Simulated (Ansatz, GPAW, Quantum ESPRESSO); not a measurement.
**One calculation of Au, 3 ways**

```
Au
1.0
     1.41131   -2.55593    0.00000
     1.41131    2.55593    0.00000
     0.00000    0.00000    4.89317
Au
2
Direct
  0.33467 0.66533 0.25000
  0.66533 0.33467 0.75000
```

This isn't the form of Au at room conditions, which is fcc.

Alike in all runs: task band structure; functional PBEsol; k mesh 11 × 11 × 6; occupations fermi-dirac, width 0.05 eV; no spin polarisation; no spin-orbit coupling. Pressure is positive in compression and, in plane waves, holds the error of the finite cutoff.

```tsv
program and potentials	plane-wave cutoff (eV)	notes	pressure (GPa)
Ansatz, all-electron LAPW, scalar-relativistic	-	-	-5.26
Quantum ESPRESSO, GBRV 1.5 PBEsol	612	-	-5.68
GPAW, PAW data sets generated for this functional	600	this data set often lies off other programs	-2.83
```

Force on atom 1 (Au), eV/Å:

```tsv
program and potentials	x	y	z
Ansatz, all-electron LAPW, scalar-relativistic	0.000	-0.021	0.000
Quantum ESPRESSO, GBRV 1.5 PBEsol	0.000	-0.021	0.000
GPAW, PAW data sets generated for this functional	0.000	-0.027	0.000
```

The pressure spans -5.68 (Quantum ESPRESSO, GBRV 1.5 PBEsol) to -2.83 GPa (GPAW, PAW data sets generated for this functional), with all-electron results at -5.26.

Differences between rows come from potentials, basis sets and numerical settings, since the functional is the same but for its coding. Runs on potential files found faulty are left out.
